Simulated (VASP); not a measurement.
Here is a VASP 6.6.1 calculation.

INCAR

```
SYSTEM = InAs
PREC = Accurate ; ENCUT = 520
EDIFF = 1E-7 ; ISMEAR = -1
SIGMA = 0.05 ; LREAL = .FALSE.
LASPH = .TRUE. ; NELM = 60
ALGO = Fast ; ISIF = 2
LWAVE = .FALSE. ; LCHARG = .FALSE.
MAGMOM = 0 0 0 0 0 0 ; LORBIT = 11
LSORBIT = .TRUE. ; GGA_COMPAT = .FALSE.
GGA = PE ; NBANDS = 30
```

The input KPOINTS:

```
regular mesh
0
G
  6 6 6
  0 0 0
```

File POSCAR:

```
InAs
1.0
    0.0000000000      3.0180000000      3.0180000000
    3.0180000000      0.0000000000      3.0180000000
    3.0180000000      3.0180000000      0.0000000000
In As
1 1
Direct
    0.0000000000      0.0000000000      0.0000000000
    0.7500000000      0.7500000000      0.7500000000
```

Contents of KPOINTS_OPT:

```
path GXWKGLUWLK,UX
15
line-mode
reciprocal
 0.0000000000  0.0000000000  0.0000000000  G
 0.5000000000  0.0000000000  0.5000000000  X

 0.5000000000  0.0000000000  0.5000000000  X
 0.5000000000  0.2500000000  0.7500000000  W

 0.5000000000  0.2500000000  0.7500000000  W
 0.3750000000  0.3750000000  0.7500000000  K

 0.3750000000  0.3750000000  0.7500000000  K
 0.0000000000  0.0000000000  0.0000000000  G

 0.0000000000  0.0000000000  0.0000000000  G
 0.5000000000  0.5000000000  0.5000000000  L

 0.5000000000  0.5000000000  0.5000000000  L
 0.6250000000  0.2500000000  0.6250000000  U

 0.6250000000  0.2500000000  0.6250000000  U
 0.5000000000  0.2500000000  0.7500000000  W

 0.5000000000  0.2500000000  0.7500000000  W
 0.5000000000  0.5000000000  0.5000000000  L

 0.5000000000  0.5000000000  0.5000000000  L
 0.3750000000  0.3750000000  0.7500000000  K

 0.6250000000  0.2500000000  0.6250000000  U
 0.5000000000  0.0000000000  0.5000000000  X
```

Potentials or basis: VASP PAW PBE potentials, release 64 (In_d, As).

Command:

```bash
$ cat potpaw_PBE.64/In_d/POTCAR potpaw_PBE.64/As/POTCAR > POTCAR
$ mpirun -np 1 vasp_ncl > vasp.out
```

Question: Predict the pressure.

Answer: 4.4 GPa.
